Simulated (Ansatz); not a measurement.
# In₃Se: a line through a two-coordinate scan, part 1 of 2

How does the energy of In3Se (Pm-3m, No. 221; 4 atoms in the cell) vary with volume per atom, at c/a of the conventional cell = 0.961?

Method: DFT PBEsol+D3(BJ), scalar-relativistic, plane waves, PAW, in Ansatz 0.2.0.

39 further runs of the same task are left out: 39 set aside as unsound or not needed. Runs told in other sessions of the task aren't counted.

## (1) Starting point

The structure is cubic, space group Pm-3m (No. 221). The conventional cell has a = 4.588 Å, b = 4.588 Å, c = 4.588 Å, α = 90.00°, β = 90.00°, γ = 90.00°. Around In (site symmetry 4/mmm) lie 8 In at 3.24 Å and 4 Se at 3.24 Å. Around Se (site symmetry m-3m) lie 12 In at 3.24 Å.

As a file:

```
In Se
1.0
     4.58765    0.00000    0.00000
     0.00000    4.58765    0.00000
     0.00000    0.00000    4.58765
In Se
3 1
Cartesian
  0.0000 2.2938 2.2938
  2.2938 0.0000 2.2938
  2.2938 2.2938 0.0000
  0.0000 0.0000 0.0000
```

It goes back to an entry of the Materials Project, which need not be the stable form.

This cell was relaxed beforehand with the same method: volume 24.14 Å³/atom, gap on the mesh none (metal).

## (2) What is varied

The energy is mapped over volume and the cell's shape.

- volume per atom: 9 values from 22.21 to 26.07 Å³
- c/a of the conventional cell: 9 values from 0.923 to 1.083

Nothing else is relaxed (symmetry fixes all fractional coordinates). Energies count from the relaxed crystal. Points are written as (first, second).

## (3) Grid point (22.21 Å³, 0.961)

input.yaml

```yaml
crystal:
  lattice:
    - [4.5218973331, 0.0, 0.0]
    - [0.0, 4.5218973331, 0.0]
    - [0.0, 0.0, 4.3441867679]
  atoms:
    - { symbol: In, position: [0.0, 0.5, 0.5] }
    - { symbol: In, position: [0.5, 0.0, 0.5] }
    - { symbol: In, position: [0.5, 0.5, 0.0] }
    - { symbol: Se, position: [0.0, 0.0, 0.0] }
basis:
  ecutwfc: 420
kpoints:
  mp_grid: { grid: [10, 10, 10] }
hamiltonian:
  xc: pbesol
  pseudopotentials: { kind: paw, azcp: { folder: soft_1 } }
  dispersion: d3bj
scf:
  occupations: { method: gaussian, width: 0.15 }
output:
  forces: true
  stress: true
  eigenvalues: true
  write_density: true
  write_potential: true
  elf: true
  volumetric_format: npy
```

Launch:

```
$ ansatz run input.yaml --threads 2 --pin off --max-ram 4096MiB --backend cpu --events-out ev --progress --plain --runs-dir out
```

What it wrote:

```text
Warning: <dir> the record states the generating functional pbe (its physics header spells it `PBE`), which answers neither for hamiltonian.xc's functional nor for the pbesol family's — results may be inconsistent (PPs are generated against a specific XC)
Warning: <dir> the record states the generating functional pbe (its physics header spells it `PBE`), which answers neither for hamiltonian.xc's functional nor for the pbesol family's — results may be inconsistent (PPs are generated against a specific XC)
Warning: RAYON_NUM_THREADS=2 ignored (pool sized by the plan → 2); use --threads N
Engine: ansatz 0.2.0, x86_64-unknown-linux-gnu
Pseudopotentials: kind: paw
Pseudopotential: In, paw, valence charge 13, recommended cutoff 420 eV (normal), <dir>
Pseudopotential: Se, paw, valence charge 16, recommended cutoff 420 eV (normal), <dir>
Functional definition: PBEsol
  exchange = pbesol_x
  correlation = pbesol_c
Crystal: 4 atoms, lattice volume = 88.828 Å³
Basis set: ecut = 420 eV, 1743 PW (Γ), exchange–correlation on 64×64×60 points (8 copies of the dense FFT grid, shifted against one another)
Bands: 33, of which v1, the nominal top of the filled ones, is band 28 counted from 1 (27 counted from 0)
Symmetry: 16 space group operations
Space group: P4/mmm (ITA 123), of the structure as read, at distance tolerance 4.5e-5 Å
k-points: 126 of 1000
Non-local potential: In, projectors of the file, l = 0: 2, l = 1: 2, l = 2: 2, l = 3: 1
Non-local potential: Se, projectors of the file, l = 0: 2, l = 1: 2, l = 2: 3, l = 3: 1
PAW form: soft (Blöchl's): semilocal exchange-correlation on the pseudo side does not see the compensation charge
PAW frozen core: In, regenerated for the run's functional, and the local potential with it (the file was generated under x = pbe(κ = 0.804, μ = 0.2195149727645171), c = pbe(β = 0.06672455060314922))
PAW frozen core: Se, regenerated for the run's functional, and the local potential with it (the file was generated under x = pbe(κ = 0.804, μ = 0.2195149727645171), c = pbe(β = 0.06672455060314922))
PAW one-centre angular grid: In, 590 points (default); XC on 64 Gauss nodes
PAW one-centre angular grid: Se, 590 points (default); XC on 64 Gauss nodes
Initial density: superposition of atomic densities (chi_scale 0.1, normalization cell, long waves kept (reshape's long-wave potential 0.01 eV rms))
Initial wavefunctions: pseudopotential atomic-orbital guess
Functional: x = pbesol(κ = 0.804, μ = 0.12345679012345678), c = pbesol(β = 0.046)
SCF iter   1: F=—  HF=-22003.807263 eV  |F-HF|=—  |Δ(HF+E_count)|=         —  Δρ=4.62e-2  dr2=5.20e0  ethr=3.10e-3  ⟨swp⟩=6.9  Hψ=17118  notcnv=0
preconditioner: auto → Kerker (q_TF=auto, 2.519 Å⁻¹)  [metal: Δε(μ)=0.032 eV  Ē_g=14.656 eV  σ=0.150 eV  W_gap=0.12  n_scr=26 (ndim 8)  ℏωp=26.4 eV  f_vac=0.000  D(μ)=1.87/eV (n_scr^D=6)]
SCF iter   2: F=—  HF=-22002.786128 eV  |F-HF|=—  |Δ(HF+E_count)|=    1.02e0  Δρ=2.21e-2  dr2=1.18e0  ethr=3.10e-3  ⟨swp⟩=2.8  Hψ=7835  notcnv=0  defer=95
SCF iter   3: F=—  HF=-22002.435667 eV  |F-HF|=—  |Δ(HF+E_count)|=   3.50e-1  Δρ=7.46e-3  dr2=1.05e-1  ethr=2.14e-3  ⟨swp⟩=2.1  Hψ=8172  notcnv=0  defer=98
SCF iter   4: F=—  HF=-22002.405538 eV  |F-HF|=—  |Δ(HF+E_count)|=   3.01e-2  Δρ=3.54e-3  dr2=2.06e-2  ethr=1.91e-4  ⟨swp⟩=2.0  Hψ=8996  notcnv=0  defer=103
SCF iter   5: F=—  HF=-22002.399394 eV  |F-HF|=—  |Δ(HF+E_count)|=   6.14e-3  Δρ=9.88e-4  dr2=1.51e-3  ethr=3.75e-5  ⟨swp⟩=2.0  Hψ=5227  notcnv=0  defer=103
SCF iter   6: F=—  HF=-22002.398953 eV  |F-HF|=—  |Δ(HF+E_count)|=   4.41e-4  Δρ=3.07e-4  dr2=1.35e-4  ethr=2.74e-6  ⟨swp⟩=2.3  Hψ=7158  notcnv=0  defer=103
SCF iter   7: F=—  HF=-22002.398890 eV  |F-HF|=—  |Δ(HF+E_count)|=   6.24e-5  Δρ=6.67e-5  dr2=7.20e-6  ethr=2.46e-7  ⟨swp⟩=2.0  Hψ=7512  notcnv=0  defer=103
SCF iter   8: F=—  HF=-22002.398919 eV  |F-HF|=—  |Δ(HF+E_count)|=   2.87e-5  Δρ=1.77e-5  dr2=3.19e-7  ethr=1.31e-8  ⟨swp⟩=2.0  Hψ=4934  notcnv=0  defer=103
SCF iter   9: F=-22002.398919 eV  HF=-22002.398919 eV  |F-HF|=6.62e-9  |Δ(HF+E_count)|=   2.24e-8  Δρ=3.28e-6  dr2=1.12e-8  ethr=1.82e-10  ⟨swp⟩=12.1  Hψ=29997  notcnv=0
SCF 1 converged in 9 iterations: F = -22002.398919 eV  dr2 = 1.12e-8
SCF converged after 9 iterations
Free energy (F): -22002.398919 eV
Harris-Foulkes:  -22002.398919 eV  (|F-HF|=6.62e-9)
Internal energy: -22002.381956 eV  (E = F + TS)
E sigma→0 (E₀):  -22002.390437 eV
Entropy (-TS):   -0.016963 eV (-4.241 meV/atom)
Fermi energy:    11.960857 eV
--- Per-component energies (eV) ---
  E_band       = -338.646341
  E_kinetic    = 766.288475
  E_local      = -5185.518330  (includes V_loc(G=0)·N_el)
  E_nonlocal   = 632.359072
  E_hartree    = 2409.960170
  E_xc         = -516.809292
  E_vxc        = -367.653746  (∫ρ·V_xc dr)
  E_paw        = -14489.375887  (= ΣΔE_a)
  E_vpaw       = -1004.043369  (= ΣTr[D̂ρ^β])
  E_aug_tail   = 0.000052  (compensation charges beyond the density's cutoff)
  E_ewald      = -5619.388589
  E_disp       = -1.613789  (pairwise vdW)
  E_core_change = 1.716162  (= ΣΔE_core)
  E_smearing   = -0.016963  (= −TS)
  E_closure    = 0.000000  (closes the sum)
  Σ components = -22002.398919   (vs F -22002.398919, Δ=0.00e0)
--- Forces (eV/Å), atoms counted from 1 ---
  atom   1  In     0.00000000     0.00000000     0.00000000
  atom   2  In     0.00000000     0.00000000     0.00000000
  atom   3  In     0.00000000     0.00000000     0.00000000
  atom   4  Se    -0.00000000     0.00000000     0.00000000
  max |Σ_I F_I| component: 1.01e-28 eV/Å
--- Stress (GPa, compression-positive) ---
        5.111328       0.000000       0.000000
        0.000000       5.111328       0.000000
        0.000000       0.000000       5.152937
  P = ⅓ Tr σ = 5.1252 GPa (51.252 kbar)
--- Band table (eV; the first three rows and the last of 126) ---
  k-point 0: bands = ["-36.0973", "-36.0972", "-36.0958", "-36.0958", "-36.0950", "-3.1459", "-3.0417", "-3.0417", "-2.9983", "-2.8506", "-2.8107", "-2.5738", "-2.5738", "-2.5736", "-2.4443", "-2.4185", "-2.3373", "-2.2753", "-2.2376", "-2.2376", "-1.8757", "4.3403", "7.6007", "7.6007", "7.9311", "9.8163", "10.3775", "13.1744", "13.1744", "13.3540", "16.6736", "16.6736", "16.8006"]
  k-point 1: bands = ["-36.0973", "-36.0972", "-36.0958", "-36.0958", "-36.0950", "-3.1250", "-3.0259", "-3.0259", "-2.9939", "-2.8384", "-2.8076", "-2.5780", "-2.5764", "-2.5764", "-2.4436", "-2.4282", "-2.3465", "-2.2753", "-2.2602", "-2.2602", "-1.8455", "4.2557", "7.6182", "7.6845", "7.6845", "9.8783", "10.8081", "13.1134", "13.1134", "13.2304", "16.1813", "16.2919", "16.2919"]
  k-point 2: bands = ["-36.0973", "-36.0972", "-36.0958", "-36.0958", "-36.0950", "-3.0657", "-2.9818", "-2.9797", "-2.9797", "-2.8038", "-2.7992", "-2.5901", "-2.5837", "-2.5837", "-2.4618", "-2.4420", "-2.3730", "-2.3239", "-2.3239", "-2.2753", "-1.7578", "4.0066", "7.1413", "7.9246", "7.9246", "10.0617", "11.2887", "12.8488", "12.8488", "13.4157", "15.0705", "15.8204", "15.8204"]
  k-point 125: bands = ["-36.0972", "-36.0972", "-36.0959", "-36.0959", "-36.0949", "-3.2407", "-2.9014", "-2.9014", "-2.8596", "-2.8463", "-2.7805", "-2.7805", "-2.5377", "-2.5141", "-2.5033", "-2.5031", "-2.5031", "-2.3211", "-2.3211", "-2.2992", "-0.5506", "6.4907", "6.5600", "6.5600", "7.4515", "7.4515", "7.4678", "7.8595", "15.5441", "15.5441", "16.1263", "21.1804", "21.3478"]
```

Run time: 6.5 s. Hardware: 2 threads of Intel Xeon 6975P-C (Granite Rapids), shared host; peak memory 0.6 GiB.

Density in a lattice plane of the grid's cell (edges 4.52 and 4.34 Å, at 0.000 of the third edge), which holds In and Se.

Ten even steps from '0' (0.05 e/Å³) to '9' (64.56 e/Å³):
```
531000000000000000000013
110000000000000000000001
000000000000000000000000
000000000000000000000000
000000000000000000000000
000000000000000000000000
000000000000000000000000
000000000000000000000000
000000000001110000000000
000000000011111000000000
000000000001110000000000
000000000000000000000000
000000000000000000000000
000000000000000000000000
000000000000000000000000
000000000000000000000000
000000000000000000000000
110000000000000000000001
531000000000000000000013
962000000000000000000026
```
Columns run along the first of these edges and rows up along the second, over one cell in 24 and 20 even steps from the bottom left corner. Atoms in the plane (fractional): In at (0.50, 0.50), Se at (0.00, 0.00).

ELF in the same plane.

Values, 12 rows by 12 columns:
```
0.33 0.58 0.77 0.64 0.28 0.12 0.10 0.12 0.28 0.64 0.77 0.58
0.74 0.77 0.73 0.46 0.21 0.18 0.19 0.18 0.21 0.46 0.73 0.77
0.72 0.68 0.49 0.26 0.20 0.24 0.26 0.24 0.20 0.26 0.49 0.68
0.41 0.34 0.22 0.20 0.25 0.27 0.23 0.27 0.25 0.20 0.22 0.34
0.11 0.11 0.16 0.23 0.27 0.10 0.02 0.10 0.27 0.23 0.16 0.11
0.06 0.08 0.17 0.25 0.24 0.03 0.02 0.03 0.24 0.25 0.17 0.08
0.11 0.11 0.16 0.23 0.27 0.10 0.02 0.10 0.27 0.23 0.16 0.11
0.41 0.34 0.22 0.20 0.25 0.27 0.23 0.27 0.25 0.20 0.22 0.34
0.72 0.68 0.49 0.26 0.20 0.24 0.26 0.24 0.20 0.26 0.49 0.68
0.74 0.77 0.73 0.46 0.21 0.18 0.19 0.18 0.21 0.46 0.73 0.77
0.33 0.58 0.77 0.64 0.28 0.12 0.10 0.12 0.28 0.64 0.77 0.58
0.08 0.35 0.75 0.69 0.33 0.10 0.07 0.10 0.33 0.69 0.75 0.35
```
Columns run along the first of these edges and rows up along the second, over one cell in 12 and 12 even steps from the bottom left corner. Atoms in the plane (fractional): In at (0.50, 0.50), Se at (0.00, 0.00).

Both are smooth fields of the valence electrons: close to the nuclei they are not physical.

Maxima of ELF outside the ion cores: 0.78 in the shell around Se, 0.8 Å from Se.

On the map this point reads 28.4 meV/atom.

## (4) Grid point (22.69 Å³, 0.961)

Changes to input.yaml since step 3:

```diff
@@ -2,5 +2,5 @@
   lattice:
-    - [4.5218973331, 0.0, 0.0]
-    - [0.0, 4.5218973331, 0.0]
-    - [0.0, 0.0, 4.3441867679]
+    - [4.554446087, 0.0, 0.0]
+    - [0.0, 4.554446087, 0.0]
+    - [0.0, 0.0, 4.3754563558]
   atoms:
@@ -24,5 +24 @@
   eigenvalues: true
-  write_density: true
-  write_potential: true
-  elf: true
-  volumetric_format: npy
```

Launch:

```
$ ansatz run input.yaml --threads 2 --pin off --max-ram 4096MiB --backend cpu --events-out ev --progress --plain --runs-dir out
```

What it wrote (excerpt; [...] marks lines left out):

```text
[...]
SCF converged after 9 iterations
Free energy (F): -22002.451381 eV
[...]
E sigma→0 (E₀):  -22002.442887 eV
Entropy (-TS):   -0.016988 eV (-4.247 meV/atom)
Fermi energy:    11.606851 eV
[...]
--- Forces (eV/Å), atoms counted from 1 ---
  atom   1  In     0.00000000     0.00000000     0.00000000
  atom   2  In     0.00000000    -0.00000000     0.00000000
  atom   3  In     0.00000000    -0.00000000     0.00000000
  atom   4  Se     0.00000000     0.00000000     0.00000000
[...]
--- Stress (GPa, compression-positive) ---
        3.590178       0.000000       0.000000
        0.000000       3.590178       0.000000
        0.000000       0.000000       3.636871
  P = ⅓ Tr σ = 3.6057 GPa (36.057 kbar)
--- Band table (eV; the first three rows and the last of 126) ---
[...]
```

It took 6.1 s on 2 threads of Intel Xeon 6975P-C (Granite Rapids), shared host; peak memory 0.61 GiB.

That is 15.3 meV/atom from the zero.

## (5) Changed: ecutwfc 400 eV

Changes to input.yaml since step 4:

```diff
@@ -11,3 +11,3 @@
 basis:
-  ecutwfc: 420
+  ecutwfc: "400 eV"
 kpoints:
@@ -22,3 +22,3 @@
   forces: true
+  eigenvalues: true
   stress: true
-  eigenvalues: true
```

Launch:

```
$ ansatz run input.yaml --threads 2 --pin off --max-ram 4096MiB --backend cpu --events-out ev --progress --plain --runs-dir out
```

What it wrote (excerpt; [...] marks lines left out):

```text
Warning: basis.ecutwfc = 400 eV is below the records' recommended 420 eV, and the density's cutoff is lower with it unless basis.ecutrho_ratio is high enough to keep the records' density cutoff: compare with a run at a higher cutoff
Warning: <dir> the record states the generating functional pbe (its physics header spells it `PBE`), which answers neither for hamiltonian.xc's functional nor for the pbesol family's — results may be inconsistent (PPs are generated against a specific XC)
[...]
Warning: RAYON_NUM_THREADS=2 ignored (pool sized by the plan → 2); use --threads N
[...]
[... 4 set-up lines as earlier in the session ...]
[...]
Crystal: 4 atoms, lattice volume = 90.760 Å³
Basis set: ecut = 400 eV, 1679 PW (Γ), exchange–correlation on 60×60×60 points (8 copies of the dense FFT grid, shifted against one another)
Bands: 33, of which v1, the nominal top of the filled ones, is band 28 counted from 1 (27 counted from 0)
[... 2 set-up lines as earlier in the session ...]
k-points: 126 of 1000
[...]
SCF iter   1: F=—  HF=-22003.857443 eV  |F-HF|=—  |Δ(HF+E_count)|=         —  Δρ=4.59e-2  dr2=5.27e0  ethr=3.10e-3  ⟨swp⟩=6.9  Hψ=17019  notcnv=0
[...]
SCF iter   9: F=-22002.450489 eV  HF=-22002.450489 eV  |F-HF|=5.12e-9  |Δ(HF+E_count)|=   1.37e-8  Δρ=3.13e-6  dr2=1.13e-8  ethr=1.82e-10  ⟨swp⟩=8.6  Hψ=17434  notcnv=0
[...]
SCF converged after 9 iterations
Free energy (F): -22002.450489 eV
[...]
E sigma→0 (E₀):  -22002.441995 eV
Entropy (-TS):   -0.016988 eV (-4.247 meV/atom)
Fermi energy:    11.606978 eV
[...]
--- Forces (eV/Å), atoms counted from 1 ---
  atom   1  In     0.00000000    -0.00000000     0.00000000
  atom   2  In     0.00000000     0.00000000     0.00000000
  atom   3  In     0.00000000     0.00000000     0.00000000
  atom   4  Se     0.00000000     0.00000000     0.00000000
[...]
--- Stress (GPa, compression-positive) ---
        3.590915       0.000000       0.000000
        0.000000       3.590915       0.000000
        0.000000       0.000000       3.637520
  P = ⅓ Tr σ = 3.6064 GPa (36.064 kbar)
--- Band table (eV; the first three rows and the last of 126) ---
[...]
```

It took 5.2 s on 2 threads of Intel Xeon 6975P-C (Granite Rapids), shared host; peak memory 0.59 GiB.

| run | ending | energy change | pressure (GPa) | gap (eV) | force (eV/Å) | cycles | time |
| --- | --- | --- | --- | --- | --- | --- | --- |
| step 4 | converged | 0 | 3.6 | 0.00 | 0.00 | 9 | 6.1 s |
| variant | converged | +0.2 meV/atom | 3.6 | 0.00 | 0.00 | 9 | 5.2 s |

Changing the cutoff leaves the energy as it was (+0.2 meV/atom).

## (6) Point (23.17 Å³, 0.961)

Changes to input.yaml since step 4:

```diff
@@ -2,5 +2,5 @@
   lattice:
-    - [4.554446087, 0.0, 0.0]
-    - [0.0, 4.554446087, 0.0]
-    - [0.0, 0.0, 4.3754563558]
+    - [4.5865361488, 0.0, 0.0]
+    - [0.0, 4.5865361488, 0.0]
+    - [0.0, 0.0, 4.4062852782]
   atoms:
```

Launch:

```
$ ansatz run input.yaml --threads 2 --pin off --max-ram 4096MiB --backend cpu --events-out ev --progress --plain --runs-dir out
```

What it wrote (excerpt; [...] marks lines left out):

```text
[...]
SCF converged after 9 iterations
Free energy (F): -22002.486567 eV
[...]
E sigma→0 (E₀):  -22002.478056 eV
Entropy (-TS):   -0.017021 eV (-4.255 meV/atom)
Fermi energy:    11.268521 eV
[...]
--- Forces (eV/Å), atoms counted from 1 ---
  atom   1  In     0.00000000    -0.00000000     0.00000000
  atom   2  In     0.00000000    -0.00000000     0.00000000
  atom   3  In     0.00000000     0.00000000     0.00000000
  atom   4  Se    -0.00000000     0.00000000     0.00000000
[...]
--- Stress (GPa, compression-positive) ---
        2.240977       0.000000       0.000000
        0.000000       2.240977       0.000000
        0.000000       0.000000       2.287626
  P = ⅓ Tr σ = 2.2565 GPa (22.565 kbar)
--- Band table (eV; the first three rows and the last of 126) ---
[...]
```

Run time: 5.7 s. Hardware: 2 threads of Intel Xeon 6975P-C (Granite Rapids), shared host; peak memory 0.6 GiB.

On the map this point reads 6.5 meV/atom.

## (7) Point (24.14 Å³, 0.961)

Changes to input.yaml since step 6:

```diff
@@ -2,5 +2,5 @@
   lattice:
-    - [4.5865361488, 0.0, 0.0]
-    - [0.0, 4.5865361488, 0.0]
-    - [0.0, 0.0, 4.4062852782]
+    - [4.6493731304, 0.0, 0.0]
+    - [0.0, 4.6493731304, 0.0]
+    - [0.0, 0.0, 4.4666527663]
   atoms:
```

Launch:

```
$ ansatz run input.yaml --threads 2 --pin off --max-ram 4096MiB --backend cpu --events-out ev --progress --plain --runs-dir out
```

What it wrote (excerpt; [...] marks lines left out):

```text
Warning: <dir> the record states the generating functional pbe (its physics header spells it `PBE`), which answers neither for hamiltonian.xc's functional nor for the pbesol family's — results may be inconsistent (PPs are generated against a specific XC)
[...]
Warning: RAYON_NUM_THREADS=2 ignored (pool sized by the plan → 2); use --threads N
[...]
[... 4 set-up lines as earlier in the session ...]
[...]
Crystal: 4 atoms, lattice volume = 96.554 Å³
Basis set: ecut = 420 eV, 1887 PW (Γ), exchange–correlation on 64×64×60 points (8 copies of the dense FFT grid, shifted against one another)
Bands: 33, of which v1, the nominal top of the filled ones, is band 28 counted from 1 (27 counted from 0)
[... 1 set-up line as earlier in the session ...]
Space group: P4/mmm (ITA 123), of the structure as read, at distance tolerance 4.6e-5 Å
k-points: 126 of 1000
[...]
SCF iter   1: F=—  HF=-22003.908835 eV  |F-HF|=—  |Δ(HF+E_count)|=         —  Δρ=4.48e-2  dr2=5.47e0  ethr=3.10e-3  ⟨swp⟩=7.0  Hψ=17005  notcnv=0
[...]
SCF iter   9: F=-22002.512620 eV  HF=-22002.512620 eV  |F-HF|=5.46e-9  |Δ(HF+E_count)|=   2.83e-8  Δρ=2.87e-6  dr2=1.18e-8  ethr=1.82e-10  ⟨swp⟩=8.6  Hψ=19226  notcnv=0
[...]
SCF converged after 9 iterations
Free energy (F): -22002.512620 eV
[...]
E sigma→0 (E₀):  -22002.504114 eV
Entropy (-TS):   -0.017013 eV (-4.253 meV/atom)
Fermi energy:    10.634772 eV
[...]
--- Forces (eV/Å), atoms counted from 1 ---
  atom   1  In     0.00000000    -0.00000000     0.00000000
  atom   2  In     0.00000000    -0.00000000     0.00000000
  atom   3  In     0.00000000     0.00000000     0.00000000
  atom   4  Se    -0.00000000     0.00000000     0.00000000
[...]
--- Stress (GPa, compression-positive) ---
       -0.021064       0.000000       0.000000
        0.000000      -0.021064       0.000000
        0.000000       0.000000       0.023231
  P = ⅓ Tr σ = -0.0063 GPa (-0.063 kbar)
--- Band table (eV; the first three rows and the last of 126) ---
[...]
```

Run time: 5.7 s. Hardware: 2 threads of Intel Xeon 6975P-C (Granite Rapids), shared host; peak memory 0.61 GiB.

Energy on the map's scale: 0.0 meV/atom.

## (8) The run at (24.62 Å³, 0.961)

Changes to input.yaml since step 7:

```diff
@@ -2,5 +2,5 @@
   lattice:
-    - [4.6493731304, 0.0, 0.0]
-    - [0.0, 4.6493731304, 0.0]
-    - [0.0, 0.0, 4.4666527663]
+    - [4.6801448673, 0.0, 0.0]
+    - [0.0, 4.6801448673, 0.0]
+    - [0.0, 0.0, 4.496215174]
   atoms:
```

Launch:

```
$ ansatz run input.yaml --threads 2 --pin off --max-ram 4096MiB --backend cpu --events-out ev --progress --plain --runs-dir out
```

What it wrote (excerpt; [...] marks lines left out):

```text
Warning: <dir> the record states the generating functional pbe (its physics header spells it `PBE`), which answers neither for hamiltonian.xc's functional nor for the pbesol family's — results may be inconsistent (PPs are generated against a specific XC)
[...]
Warning: RAYON_NUM_THREADS=2 ignored (pool sized by the plan → 2); use --threads N
[...]
[... 4 set-up lines as earlier in the session ...]
[...]
Crystal: 4 atoms, lattice volume = 98.484 Å³
Basis set: ecut = 420 eV, 1919 PW (Γ), exchange–correlation on 64×64×64 points (8 copies of the dense FFT grid, shifted against one another)
Bands: 33, of which v1, the nominal top of the filled ones, is band 28 counted from 1 (27 counted from 0)
[... 2 set-up lines as earlier in the session ...]
k-points: 126 of 1000
[...]
SCF iter   1: F=—  HF=-22003.898103 eV  |F-HF|=—  |Δ(HF+E_count)|=         —  Δρ=4.45e-2  dr2=5.53e0  ethr=3.10e-3  ⟨swp⟩=6.9  Hψ=16957  notcnv=0
[...]
SCF iter   9: F=-22002.506741 eV  HF=-22002.506741 eV  |F-HF|=3.81e-9  |Δ(HF+E_count)|=   8.92e-9  Δρ=2.80e-6  dr2=1.21e-8  ethr=1.82e-10  ⟨swp⟩=8.6  Hψ=19339  notcnv=0
[...]
SCF converged after 9 iterations
Free energy (F): -22002.506741 eV
[...]
E sigma→0 (E₀):  -22002.498253 eV
Entropy (-TS):   -0.016977 eV (-4.244 meV/atom)
Fermi energy:    10.337453 eV
[...]
--- Forces (eV/Å), atoms counted from 1 ---
  atom   1  In     0.00000000     0.00000000     0.00000000
  atom   2  In    -0.00000000     0.00000000     0.00000000
  atom   3  In     0.00000000     0.00000000     0.00000000
  atom   4  Se    -0.00000000     0.00000000     0.00000000
[...]
--- Stress (GPa, compression-positive) ---
       -0.967510       0.000000       0.000000
        0.000000      -0.967510       0.000000
        0.000000       0.000000      -0.921252
  P = ⅓ Tr σ = -0.9521 GPa (-9.521 kbar)
--- Band table (eV; the first three rows and the last of 126) ---
[...]
```

Wall time 5.8 s (2 threads of Intel Xeon 6975P-C (Granite Rapids), shared host); peak memory 0.62 GiB.

Energy on the map's scale: 1.5 meV/atom.

(Continued in part 2 of 2.)
